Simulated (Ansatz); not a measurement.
Start from BaSnO₃ in the cubic perovskite structure (space group Pm-3m, No. 221; a = 4.176 Å).

Computed with PBE (Ansatz, a quantum-chemistry and plane-wave program, PAW, no SOC), earlier PAW set.

For the base:

| Property | Value |
|---|---|
| Volume per atom | 14.57 Å³ |
| Band gap | 0.48 eV |
| Electron mass | 0.13 mₑ (at Γ) |
| Gap character | indirect, R → Γ |

One thing is altered: a negative pressure, −1 GPa.

Question: What happens to the volume per atom, band gap, electron mass and gap character?

Answer: The volume per atom grows by 0.11 Å³ to 14.68 Å³; the band gap falls by 0.09 eV, from 0.48 eV to 0.39 eV; the electron mass becomes 0.12 mₑ (at Γ) (base: 0.13 mₑ (at Γ)); the gap character remains indirect, R → Γ.

Load acts through the strain it causes; cell and atoms are relaxed under it. Effective masses come from finite differences of ±0.01 Å⁻¹. No phonon test of stability was made.
